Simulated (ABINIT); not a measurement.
**SiC (Moissanite): single point with LDA**

The system is SiC (Moissanite).

```xyz
4
Lattice="3.0760 0.0000 0.0000 -1.5380 2.6639 0.0000 0.0000 0.0000 5.0480" Properties=species:S:1:pos:R:3 pbc="T T T"
Si    1.5380    0.8880    2.5240
Si    0.0000    1.7759    0.0000
C     1.5380    0.8880    4.4675
C     0.0000    1.7759    1.9435
```

```
Program             : ABINIT 10.8.3 (patched build)
Task                : single point
Functional          : LDA
Potentials or basis : PseudoDojo NC SR LDA v0.4.1 standard
Cutoff              : 1007 eV
k mesh              : 8 × 8 × 4
Occupations         : fermi-dirac, width 0.05 eV
Spin                : no spin polarisation
```

```yaml
Pressure: -4.8 GPa
Largest_force: 0.728 eV/Å
Band_gap_on_the_k_mesh: 2.48 eV, indirect (least direct gap 4.00 eV)
Valence_electrons_inside_the_program's_atomic_spheres: Si 1.97; C 4.23
```

Forces in eV/Å, atoms in the order of the input:
```
Si   0.000  0.000  0.728
Si   0.000  0.000  0.728
C    0.000  0.000 -0.728
C    0.000  0.000 -0.728
```

Stress tensor (GPa, compression positive):
```
-3.37  0.00  0.00
 0.00 -3.37  0.00
 0.00  0.00 -7.53
```

Levels at points of the mesh, in eV from the valence-band top:
```tsv
k point	band 4	band 5	band 6	band 7	band 8	band 9	band 10	band 11	band 12
(0.00, 0.00, 0.00)	-1.56	-1.56	-0.27	-0.27	0.00	4.58	6.03	6.41	6.41
(0.50, 0.00, 0.00)	-6.54	-5.44	-3.55	-3.28	-1.49	2.51	4.14	6.68	7.14
(0.00, 0.00, 0.50)	-4.44	-0.97	-0.97	-0.97	-0.97	5.65	5.65	7.09	7.09
(0.50, 0.00, 0.50)	-8.47	-2.69	-2.69	-2.34	-2.34	3.11	3.11	4.90	4.90
```

Run time: 30 s on 1 thread of Intel(R) Xeon(R) Processor @ 2.70GHz, with other jobs on the host, peak memory 0.08 GiB.

A k mesh can miss the band edges.
